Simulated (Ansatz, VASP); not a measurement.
CaSe in VASP and in Ansatz

```
Ca Se
1.0
     2.43115   -2.65868    0.00000
     2.43115    2.65868    0.00000
     0.00000    0.00000    3.61621
Ca Se
1 1
Direct
  0.00000 0.00000 0.00000
  0.50000 0.50000 0.50000
```

Alike in both runs: functional PBE; dispersion D3(BJ); k mesh 6 × 6 × 4; occupations gaussian, width 0.1 eV; no spin polarisation.

Ansatz relaxed the structure, and its values are those at the end. VASP's run is a single point on that final structure, the one shown.

```csv
,VASP,Ansatz
version,VASP 6.6.1,Ansatz 0.2.0
potentials or method,"VASP PAW PBE potentials, release 64 (Ca_sv, Se)","scalar-relativistic, plane waves, PAW"
plane-wave cutoff (eV),520,420
valence electrons in the cell,16,26
```

```tsv
	VASP	Ansatz	Ansatz less VASP
gap on the k mesh at the Fermi level (eV)	0.73	0.74	+0.009
least direct gap on the mesh (eV)	0.73	0.74	+0.009
pressure (GPa)	0.2	0.0	-0.19
```

The two sets of potentials don't hold the same shells in valence.

Caveats: the k mesh is coarse (spacing up to 0.43 Å⁻¹), so the values aren't converged. A hybrid or GW would open this gap; PBE tends to underestimate it. A k mesh can miss the band edges.
